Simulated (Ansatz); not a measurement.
System: zinc-blende ZnTe. Method: HSE06 (PAW; Ansatz, a first-principles code).

Numerical settings: plane-wave cutoff 460 eV, 8×8×8 k mesh, Fermi–Dirac smearing 0.01 eV, scalar-relativistic PAW data made under PBE.

Pressure at four volumes; x = ln(V/28.901 Å³). One pressure is withheld.

| V (Å³/atom) | x | P (GPa) |
|---|---|---|
| 27.572 | -0.0471 | 2.72 |
| 28.901 | 0.0000 | 0.18 |
| 29.748 | 0.0289 | -1.13 |
| 30.474 | 0.0530 | ? |

Problem. Pass a parabola P(x) through the three rows shown, estimate the bulk modulus and its pressure derivative near zero pressure, and predict the withheld pressure.

Solution. Slopes between the rows: (0.18 − (2.72))/(0.0000 − (-0.0471)) = -53.93 and (-1.13 − (0.18))/(0.0289 − (0.0000)) = -45.33 GPa. Their difference over the span 0.0760 is c = 8.60/0.0760 = 113.2 GPa, so P(x) = 2.72 + (-53.93)(x − (-0.0471)) + 113.2 (x − (-0.0471))(x − (0.0000)). At the middle row B = −dP/dx = −[-53.93 + 113.2 × 0.0471] = 48.6 GPa, and B′ = dB/dP = 2c/B = 4.7. At x = 0.0530 the parabola gives -2.08 GPa; the run gives -2.10 GPa. The Birch–Murnaghan fit to the energies at all volumes has B0 = 47.6 GPa and B′ = 4.5.

Measured, for comparison: bulk modulus 51 ± 3 GPa (room temperature, not corrected to a static lattice; as tabulated in Determination of phase transition pressures of ZnTe under quasihydrostatic …). Computed less measured: bulk modulus -7 %.

Spin–orbit coupling is not included.
